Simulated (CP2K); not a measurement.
Runs of CP2K 2026.2 on PtSe2 (Sudovikovite). It takes space group P-3m1 (No. 164, trigonal). The conventional cell has a = 3.724 Å, b = 3.724 Å, c = 5.062 Å, α = 90.00°, β = 90.00°, γ = 120.00°. Pt (site symmetry -3m) is surrounded by 6 Se at 2.49 Å. Around Se (site symmetry 3m) lie 3 Pt at 2.49 Å. 

```csv
task,level,potentials or basis,smearing,EPS_DEFAULT,NGRIDS,points a segment of the path (NPOINTS),bands added on the path,CUTOFF of the grids,gap on the mesh (eV),pressure (GPa),largest force (eV/Å)
band structure,r2SCAN,"POTENTIAL_UZH Pt GTH-SCAN-q18, Se GTH-SCAN-q6; TZVP-MOLOPT-SCAN-GTH basis",fermi-dirac 0.1 eV,1.0E-9,5,10,2,675 Ry,none,6.0,0.55
single point,PBEsol,"POTENTIAL_UZH Pt GTH-PBE-q18, Se GTH-PBE-q6; TZVP-MOLOPT-PBE-GTH basis",fermi-dirac 0.05 eV,1.0E-10,4,-,-,450 Ry,none,4.5,0.58
band structure,PBEsol,"POTENTIAL_UZH Pt GTH-PBE-q18, Se GTH-PBE-q6; TZVP-MOLOPT-PBE-GTH basis",fermi-dirac 0.05 eV,1.0E-9,5,6,2,450 Ry,none,4.5,0.58
band structure,PBE,"POTENTIAL_UZH Pt GTH-PBE-q18, Se GTH-PBE-q6; TZVP-MOLOPT-PBE-GTH basis",fermi-dirac 0.0259 eV,1.0E-9,4,6,2,450 Ry,none,8.5,0.71
single point,PBE,"POTENTIAL_UZH Pt GTH-PBE-q18, Se GTH-PBE-q6; TZVP-MOLOPT-PBE-GTH basis",fermi-dirac 0.05 eV,1.0E-10,5,-,-,450 Ry,none,8.5,0.72
band structure,LDA,"GTH_POTENTIALS Pt GTH-PADE-q18, Se GTH-PADE-q6; TZVP-MOLOPT-PBE-GTH basis",fermi-dirac 0.0259 eV,1.0E-9,4,10,6,450 Ry,none,-3.1,(a)
band structure,r2SCAN,"POTENTIAL_UZH Pt GTH-SCAN-q18, Se GTH-SCAN-q6; TZVP-MOLOPT-SCAN-GTH basis",fermi-dirac 0.05 eV,1.0E-10,4,10,6,675 Ry,none,6.0,0.54
band structure,LDA,"GTH_POTENTIALS Pt GTH-PADE-q18, Se GTH-PADE-q6; TZVP-MOLOPT-PBE-GTH basis",fermi-dirac 0.05 eV,1.0E-9,5,10,6,450 Ry,none,-3.1,(b)
```

Alike in all rows: no spin polarisation; cell as given; k mesh 8 × 8 × 5.

Task: Fill in the values left out.

Result: (a) 0.32; (b) 0.33.

Caveats: the basis of atomic orbitals isn't converged, which shifts pressures, moduli and gaps; the potentials were made for another functional, which shifts forces and pressure (some runs).

A k mesh can miss the band edges, and the runs leave out spin-orbit coupling on Pt, Se.

A gap of «none» marks a metal or a gap under the smearing width.

Not every run made on this cell is shown here.
